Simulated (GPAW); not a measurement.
# GaSb (F-43m) in GPAW: further runs, part 2 of 3

GPAW 26.7.0.

### 4 Band structure, PBE

Input file run.py:

```python
from ase import Atoms
from ase.dft.bandgap import bandgap
from ase.io import write
from ase.units import GPa
from gpaw import GPAW, PW, setup_paths

setup_paths.insert(0, '.')

atoms = Atoms(['Sb', 'Ga'],
              cell=[[0.0, 3.059, 3.059],
                    [3.059, 0.0, 3.059],
                    [3.059, 3.059, 0.0]],
              scaled_positions=[[0.75, 0.75, 0.75],
                                [0.0, 0.0, 0.0]],
              pbc=True)

calc = GPAW(mode=PW(600),
            xc='PBE',
            kpts={'size': (6, 6, 6), 'gamma': True},
            occupations={'name': 'fermi-dirac', 'width': 0.05},
            nbands=18,
            convergence={'density': 1e-05, 'energy': 1e-05},
            maxiter=150,
            txt='gpaw.txt')
atoms.calc = calc
energy = atoms.get_potential_energy()
forces = atoms.get_forces()
stress = atoms.get_stress()
calc.write('gs.gpw')
write('result.traj', atoms)
print(f'Energy: {energy:.6f} eV')
print('Forces (eV/A):')
print(forces.round(4))
print('Stress (GPa):', (stress / GPa).round(3))
print('Fermi level:', round(calc.get_fermi_level(), 4), 'eV')
print(f'Gap: {bandgap(calc)[0]:.4f} eV, direct: {bandgap(calc, direct=True)[0]:.4f} eV')

path = atoms.cell.bandpath('GXWKGLUWLK,UX', npoints=80, eps=1e-4)
bs_calc = calc.fixed_density(kpts=path, symmetry='off', nbands=30,
                             convergence={'bands': 'CBM+6.0', 'eigenstates': 1e-6}, txt='bands.txt')
bs = bs_calc.band_structure()
bs.write('bs.json')
print(f'Gap on the path: {bandgap(bs_calc)[0]:.4f} eV')
```

Potentials or basis: PAW data sets generated in the run's folder for this functional, pw.

Command:

```
$ gpaw-setup -f PBE Ga Sb
$ OMP_NUM_THREADS=1 python run.py
```

gpaw.txt:

```text
__  _  _
 | _ |_)|_||  |
 |__||  | ||/\| - 26.7.0

Input parameters:
  mode=PW(ecut=600.0),
  convergence={'density': 1e-05, 'energy': 1e-05},
  kpts=MonkhorstPack(size=(6, 6, 6), gamma=True),
  maxiter=150,
  nbands=18,
  occupations=Occupations(name='fermi-dirac', width=0.05),
  xc=XC(name='PBE')

Diagonalizing LCAO Hamiltonian
Converting LCAO to pw mode

                     Sb

       Ga

Atoms  # Å, Bohr magnetons
|   | symbol |        x |        y |        z |    initial magnetic moments |
|---|--------|----------|----------|----------|-----------------------------|
| 0 |     Sb | 4.588500 | 4.588500 | 4.588500 | ( 0.0000,  0.0000,  0.0000) |
| 1 |     Ga | 0.000000 | 0.000000 | 0.000000 | ( 0.0000,  0.0000,  0.0000) |

Unit cell  # Å
| periodic |        x |        y |        z |  lengths |    angles |
|----------|----------|----------|----------|----------|-----------|
|      yes | 0.000000 | 3.059000 | 3.059000 | 4.326079 | 60.000000 |
|      yes | 3.059000 | 0.000000 | 3.059000 | 4.326079 | 60.000000 |
|      yes | 3.059000 | 3.059000 | 0.000000 | 4.326079 | 60.000000 |

Number of symmetries: 24
Symmetry operations  # r_c * U_cc + t_c -> r_c
|    | kind |            matrix            |
|----|------|------------------------------|
|  0 |  E   |  1, 0, 0,  0, 1, 0,  0, 0, 1 |
|  1 |  σ   |  1, 0, 0,  0, 0, 1,  0, 1, 0 |
|  2 |  σ   |  1, 0,-1,  0, 1,-1,  0, 0,-1 |
|  3 |  C3  |  1, 0,-1,  0, 0,-1,  0, 1,-1 |
|  4 |  C3  |  1,-1, 0,  0,-1, 1,  0,-1, 0 |
|  5 |  σ   |  1,-1, 0,  0,-1, 0,  0,-1, 1 |
|  6 |  σ   |  0, 1, 0,  1, 0, 0,  0, 0, 1 |
|  7 |  C3  |  0, 1, 0,  0, 0, 1,  1, 0, 0 |
|  8 |  C2  |  0, 1,-1,  1, 0,-1,  0, 0,-1 |
|  9 |  S4  |  0, 1,-1,  0, 0,-1,  1, 0,-1 |
| 10 |  C3  |  0, 0, 1,  1, 0, 0,  0, 1, 0 |
| 11 |  σ   |  0, 0, 1,  0, 1, 0,  1, 0, 0 |
| 12 |  S4  |  0, 0,-1,  1, 0,-1,  0, 1,-1 |
| 13 |  C3  |  0, 0,-1,  0, 1,-1,  1, 0,-1 |
| 14 |  S4  |  0,-1, 1,  1,-1, 0,  0,-1, 0 |
| 15 |  C2  |  0,-1, 1,  0,-1, 0,  1,-1, 0 |
| 16 |  C3  |  0,-1, 0,  1,-1, 0,  0,-1, 1 |
| 17 |  S4  |  0,-1, 0,  0,-1, 1,  1,-1, 0 |
| 18 |  S4  | -1, 1, 0, -1, 0, 1, -1, 0, 0 |
| 19 |  C3  | -1, 1, 0, -1, 0, 0, -1, 0, 1 |
| 20 |  C3  | -1, 0, 1, -1, 1, 0, -1, 0, 0 |
| 21 |  S4  | -1, 0, 1, -1, 0, 0, -1, 1, 0 |
| 22 |  σ   | -1, 0, 0, -1, 1, 0, -1, 0, 1 |
| 23 |  C2  | -1, 0, 0, -1, 0, 1, -1, 1, 0 |

BZ-sampling:
  Number of BZ points: 216
  Number of IBZ points: 16

  Monkhorst-Pack size: [6, 6, 6]
  Monkhorst-Pack shift: [0.08333333333333333, 0.08333333333333333, 0.08333333333333333]

K-points  # in reciprocal-cell coordinates
|     |                                coordinates |     weight |
|-----|--------------------------------------------|------------|
|   0 | (  0.00000000,   0.00000000,   0.00000000) | 0.00462963 |
|   1 | (  0.16666667,   0.16666667,   0.00000000) | 0.02777778 |
|   2 | (  0.16666667,   0.16666667,   0.16666667) | 0.03703704 |
|   3 | (  0.33333333,   0.16666667,   0.16666667) | 0.05555556 |
|   4 | (  0.33333333,   0.33333333,  -0.33333333) | 0.05555556 |
|   5 | (  0.33333333,   0.33333333,   0.00000000) | 0.02777778 |
|   6 | (  0.33333333,   0.33333333,   0.16666667) | 0.11111111 |
|   7 | (  0.33333333,   0.33333333,   0.33333333) | 0.03703704 |
|   8 | (  0.50000000,   0.33333333,  -0.33333333) | 0.11111111 |
|   9 | (  0.50000000,   0.33333333,  -0.16666667) | 0.05555556 |
| ... |                                            |            |
|  15 | (  0.50000000,   0.50000000,   0.50000000) | 0.01851852 |

Plane wave coefficients: 1932
Cutoff: 600.0 eV

Spin-components: 1 (collinear spins)
Bands:           18
Projectors:      11
Spin-degeneracy: 2
Datatype:        complex128

Parallelization:
  kpt:    1
  domain: 1
  band:   1

Density:
  Valence electrons: 18.0
  Components: 1
  Grid points: [25 25 25]
  Charge: 0.0  # |e|

Potential:
  Grid points: [25 25 25]

species:
  Sb:
    name:    Antimony
    Z:       51.0
    valence: 15
    core:    36
    charge:  0.0  # [|e|]
    compensation charges:
      type: gauss
      rc: 0.36  # [Å]
      lmax: 2
    cutoffs:
      filter: 2.23  # [Å]
      core: 2.23  # [Å]
    projectors
    | kind |    occ | energy [eV] | rcut [Å] |
    |------|--------|-------------|----------|
    |   5s |  2.000 |     -12.815 |    1.154 |
    |   5p |  3.000 |      -4.830 |    1.233 |
    |   4d | 10.000 |     -33.514 |    1.196 |
    |    s |        |      14.396 |    1.154 |
    |    p |        |      22.381 |    1.233 |
    |    d |        |      -6.303 |    1.196 |

    Using partial waves for Sb as LCAO basis

  Ga:
    name:    Gallium
    Z:       31.0
    valence: 3
    core:    28
    charge:  0.0  # [|e|]
    compensation charges:
      type: gauss
      rc: 0.37  # [Å]
      lmax: 2
    cutoffs:
      filter: 2.06  # [Å]
      core: 4.17  # [Å]
    projectors
    | kind |    occ | energy [eV] | rcut [Å] |
    |------|--------|-------------|----------|
    |   4s |  2.000 |      -8.945 |    1.164 |
    |   4p |  1.000 |      -2.580 |    1.164 |
    |    s |        |      18.266 |    1.164 |
    |    p |        |      24.631 |    1.164 |
    |    d |        |       0.000 |    1.164 |

    Using partial waves for Ga as LCAO basis

Reference energy: -229166.231961  # eV

eigensolver:
  PPCG
  Converge bands: occupied
  niter=2

density mixing:
  MSR1-Mixer
  Pratt-step length: 0.05
  Maximum mixing coefficient: 0.75
  Old densities: 10
  SVD Regularization: 0.005
  Good broyden scale: 1.0
  Trust region scale: 1.0
  Backstep threshold: 4.0
  History deletion threshold: 6.0
  Fourier metric: weight=20.0, sigma=0.015

occupation numbers:
  Fermi-Dirac:
    width: 0.0500  # eV

poisson solver:
  ecut: 4800.0  # eV

xc functional:
  name: PBE with 2 nearest neighbor stencil

convergence criteria:
- Maximum integral of absolute [dens]ity change: 1e-05 electrons / valence electron
- Maximum [total energy] change in last 3 cyles: 1e-05 eV / valence electron
- Maximum integral of absolute [eigenst]ate change: 4e-08 eV^2 / valence electron
maximum number of iterations: 150

SCF iterations
|iter     | |      energy | eigst |  dens |
|---------|-|-------------|-------|-------|
|iter:   1| |   -7.632005 | +0.22 |       |
|iter:   2| |   -7.635086 | -2.03 | -1.28 |
|iter:   3| |   -7.617452 | -2.47 | -1.31 |
|iter:   4| |   -7.619513 | -3.15 | -1.84 |
|iter:   5| |   -7.619893 | -4.23 | -2.59 |
|iter:   6| |   -7.620026 | -4.89 | -2.97 |
|iter:   7| |   -7.620027c| -6.66 | -4.12 |
|iter:   8| |   -7.620027c| -7.46c| -4.56 |
|iter:   9| |   -7.620027c| -8.24c| -5.39c|

Converged in 9 steps
Energy contributions relative to reference atoms: (reference = -229166.231961)

Energy contributions:
  Kinetic:          12.417842
  Coulomb:         -10.869701
  Zero:              0.192845
  External:          0.000000
  Xc:               -9.360542
  Entropy:          -0.000942
  Spinorbit:         0.000000
  ----------------------------
  Free energy:      -7.620498
  Extrapolated:     -7.620027

dipole moment: (-11.041373, -11.041373, -11.041373)  # |e|*Ang

Fermi level: 4.970
Eigenvalues  # (at kpt = [0.000, 0.000, 0.000])
| band index |      eig [eV] | occ [0-2] |
|------------|---------------|-----------|
|          0 |       -23.854 |     2.000 |
|          1 |       -23.854 |     2.000 |
|          2 |       -23.854 |     2.000 |
|          3 |       -23.837 |     2.000 |
|          4 |       -23.837 |     2.000 |
|          5 |        -6.556 |     2.000 |
|          6 |         4.886 |     1.686 |
|          7 |         4.886 |     1.686 |
|          8 |         4.886 |     1.686 |
|          9 |         4.976 |     0.938 |
|         10 |         7.700 |     0.000 |
|         11 |         7.700 |     0.000 |
|         12 |         7.700 |     0.000 |
|         13 |        10.740 |     0.000 |
|         14 |        13.609 |     0.000 |
|         15 |        13.609 |     0.000 |
|         16 |        14.428 |     0.000 |
|         17 |        14.428 |     0.000 |

Gap: 0.090 eV
Transition (v -> c):
  (s=0, k=0, n=8, [0.00, 0.00, 0.00]) -> (s=0, k=0, n=9, [0.00, 0.00, 0.00])
No difference between direct/indirect transitions

Forces  # eV/Ang
|        x |       y |        z |
|----------|---------|----------|
| -0.00000 | 0.00000 | -0.00000 |  # Sb   0
| -0.00000 | 0.00000 | -0.00000 |  # Ga   1

Stress tensor  # eV/Ang^3
|         x |         y |         z |
|-----------|-----------|-----------|
| -0.014887 | -0.000000 | -0.000000 |
| -0.000000 | -0.014887 |  0.000000 |
| -0.000000 |  0.000000 | -0.014887 |

# Writing to gs.gpw (mode='')
```

Wall time 16 s (1 thread of AMD EPYC 9R45 (Zen 5), shared host); peak memory 0.28 GiB.

Results:

```yaml
Free_energy: -7.6205 eV
Pressure: 2.4 GPa
Band_gap_on_the_k_mesh: 0.09 eV, direct
Band_gap_along_the_path: 0.09 eV, direct
```

Levels at the corners of the path, in eV from the valence-band top:
```
point  band 5  band 6  band 7  band 8  band 9  band 10  band 11  band 12  band 13  band 14
    Γ  -28.72  -11.44    0.00    0.00    0.00     0.09     2.81     2.81     2.81     5.85
    X  -28.72   -9.06   -6.76   -2.56   -2.56     0.93     1.27     8.75     8.75    10.12
    W  -28.72   -9.03   -6.62   -3.34   -3.11     3.72     4.35     4.45     4.80     9.94
    K  -28.72   -9.13   -6.58   -3.60   -2.18     1.43     3.91     6.66     6.86     7.59
    Γ  -28.72  -11.44    0.00    0.00    0.00     0.09     2.81     2.81     2.81     5.85
    L  -28.72   -9.87   -6.33   -1.15   -1.15     0.44     3.79     3.79     6.51     9.40
    U  -28.72   -9.13   -6.58   -3.60   -2.18     1.43     3.91     6.66     6.86     7.59
    W  -28.72   -9.03   -6.62   -3.34   -3.11     3.72     4.35     4.45     4.80     9.94
    L  -28.72   -9.87   -6.33   -1.15   -1.15     0.44     3.79     3.79     6.51     9.40
    K  -28.72   -9.13   -6.58   -3.60   -2.18     1.43     3.91     6.66     6.86     7.59
    U  -28.72   -9.13   -6.58   -3.60   -2.18     1.43     3.91     6.66     6.86     7.59
    X  -28.72   -9.06   -6.76   -2.56   -2.56     0.93     1.27     8.75     8.75    10.12
```

Caveat: spin-orbit coupling is left out, which moves the levels of the heavy elements.

### 5 Equation of state, LDA

Input file run.py:

```python
import spglib
from ase import Atoms
from ase.eos import EquationOfState
from ase.io import Trajectory, read
from ase.units import GPa
from gpaw import GPAW, PW

atoms = read('GaSb.cif')
cell, positions, numbers = spglib.find_primitive(
    (atoms.cell[:], atoms.get_scaled_positions(), atoms.numbers), symprec=1e-4)
atoms = Atoms(numbers, cell=cell, scaled_positions=positions, pbc=True)

traj = Trajectory('eos.traj', 'w')
volumes, energies = [], []
for x in [0.94, 0.96, 0.98, 1.0, 1.02, 1.04, 1.06]:
    a = atoms.copy()
    a.set_cell(atoms.cell * x**(1 / 3), scale_atoms=True)
    calc = GPAW(mode=PW(800),
                xc='LDA',
                kpts={'size': (6, 6, 6), 'gamma': True},
                occupations={'name': 'fermi-dirac', 'width': 0.05},
                setups='hgh',
                nbands=-9,
                convergence={'density': 1e-05, 'energy': 1e-05},
                maxiter=150,
                txt=f'eos-{x:.2f}.txt')
    a.calc = calc
    energies.append(a.get_potential_energy(force_consistent=True))
    volumes.append(a.get_volume())
    p = -a.get_stress()[:3].mean() / GPa
    calc.write(f'eos-{x:.2f}.gpw')
    traj.write(a)
    print(f'{x:.2f} {volumes[-1]:10.4f} A^3 {energies[-1]:14.6f} eV {p:9.3f} GPa', flush=True)

v0, e0, B = EquationOfState(volumes, energies, eos='birchmurnaghan').fit()
print(f'V0 = {v0:.4f} A^3, E0 = {e0:.6f} eV, B0 = {B / GPa:.2f} GPa')
```

Input file GaSb.cif:

```cif
data_GaSb
_cell_length_a 6.11800000
_cell_length_b 6.11800000
_cell_length_c 6.11800000
_cell_angle_alpha 90.00000000
_cell_angle_beta 90.00000000
_cell_angle_gamma 90.00000000
_space_group_name_H-M_alt 'F-43m'
_space_group_name_Hall 'F -4 2 3'
_space_group_IT_number 216
loop_
_space_group_symop_operation_xyz
'x,y,z'
'y,-x,-z'
'-x,-y,z'
'-y,x,-z'
'x,-y,-z'
'y,x,z'
'-x,y,-z'
'-y,-x,z'
'z,x,y'
'-z,y,-x'
'z,-x,-y'
'-z,-y,x'
'-z,x,-y'
'z,y,x'
'-z,-x,y'
'z,-y,-x'
'y,z,x'
'-x,-z,y'
'-y,z,-x'
'x,-z,-y'
'-y,-z,x'
'x,z,y'
'y,-z,-x'
'-x,z,-y'
'x,y+1/2,z+1/2'
'y,-x+1/2,-z+1/2'
'-x,-y+1/2,z+1/2'
'-y,x+1/2,-z+1/2'
'x,-y+1/2,-z+1/2'
'y,x+1/2,z+1/2'
'-x,y+1/2,-z+1/2'
'-y,-x+1/2,z+1/2'
'z,x+1/2,y+1/2'
'-z,y+1/2,-x+1/2'
'z,-x+1/2,-y+1/2'
'-z,-y+1/2,x+1/2'
'-z,x+1/2,-y+1/2'
'z,y+1/2,x+1/2'
'-z,-x+1/2,y+1/2'
'z,-y+1/2,-x+1/2'
'y,z+1/2,x+1/2'
'-x,-z+1/2,y+1/2'
'-y,z+1/2,-x+1/2'
'x,-z+1/2,-y+1/2'
'-y,-z+1/2,x+1/2'
'x,z+1/2,y+1/2'
'y,-z+1/2,-x+1/2'
'-x,z+1/2,-y+1/2'
'x+1/2,y,z+1/2'
'y+1/2,-x,-z+1/2'
'-x+1/2,-y,z+1/2'
'-y+1/2,x,-z+1/2'
'x+1/2,-y,-z+1/2'
'y+1/2,x,z+1/2'
'-x+1/2,y,-z+1/2'
'-y+1/2,-x,z+1/2'
'z+1/2,x,y+1/2'
'-z+1/2,y,-x+1/2'
'z+1/2,-x,-y+1/2'
'-z+1/2,-y,x+1/2'
'-z+1/2,x,-y+1/2'
'z+1/2,y,x+1/2'
'-z+1/2,-x,y+1/2'
'z+1/2,-y,-x+1/2'
'y+1/2,z,x+1/2'
'-x+1/2,-z,y+1/2'
'-y+1/2,z,-x+1/2'
'x+1/2,-z,-y+1/2'
'-y+1/2,-z,x+1/2'
'x+1/2,z,y+1/2'
'y+1/2,-z,-x+1/2'
'-x+1/2,z,-y+1/2'
'x+1/2,y+1/2,z'
'y+1/2,-x+1/2,-z'
'-x+1/2,-y+1/2,z'
'-y+1/2,x+1/2,-z'
'x+1/2,-y+1/2,-z'
'y+1/2,x+1/2,z'
'-x+1/2,y+1/2,-z'
'-y+1/2,-x+1/2,z'
'z+1/2,x+1/2,y'
'-z+1/2,y+1/2,-x'
'z+1/2,-x+1/2,-y'
'-z+1/2,-y+1/2,x'
'-z+1/2,x+1/2,-y'
'z+1/2,y+1/2,x'
'-z+1/2,-x+1/2,y'
'z+1/2,-y+1/2,-x'
'y+1/2,z+1/2,x'
'-x+1/2,-z+1/2,y'
'-y+1/2,z+1/2,-x'
'x+1/2,-z+1/2,-y'
'-y+1/2,-z+1/2,x'
'x+1/2,z+1/2,y'
'y+1/2,-z+1/2,-x'
'-x+1/2,z+1/2,-y'
loop_
_atom_site_label
_atom_site_type_symbol
_atom_site_symmetry_multiplicity
_atom_site_Wyckoff_symbol
_atom_site_fract_x
_atom_site_fract_y
_atom_site_fract_z
_atom_site_occupancy
Sb1 Sb 4 c 0.2500000000 0.2500000000 0.2500000000 1
Ga1 Ga 4 a 0.0000000000 0.0000000000 0.0000000000 1
```

Potentials or basis: HGH pseudopotentials, pw.

Command:

```
$ OMP_NUM_THREADS=1 python run.py
```

Run time: 28 s. Hardware: 1 thread of AMD EPYC 9R45 (Zen 5), shared host; peak memory 0.2 GiB.

It converged, with:

```
Equilibrium volume : 26.63 Å³/atom (rough: see the caveat)
Bulk modulus       : 54 GPa (rough)
```

Energy against volume, from the lowest point:
| volume (Å³/atom) | energy (meV/atom) |
| --- | --- |
| 26.907 | 0.00 |
| 27.480 | 3.72 |
| 28.052 | 11.09 |
| 28.625 | 21.53 |
| 29.197 | 34.64 |
| 29.770 | 50.26 |
| 30.342 | 68.17 |

Caveat: the minimum lies outside the volumes run; HGH potentials are hard and often keep d shells in the core, so these values are rough. The run has no spin-orbit coupling, so splittings on Sb are missing.

(Continued in part 3 of 3.)
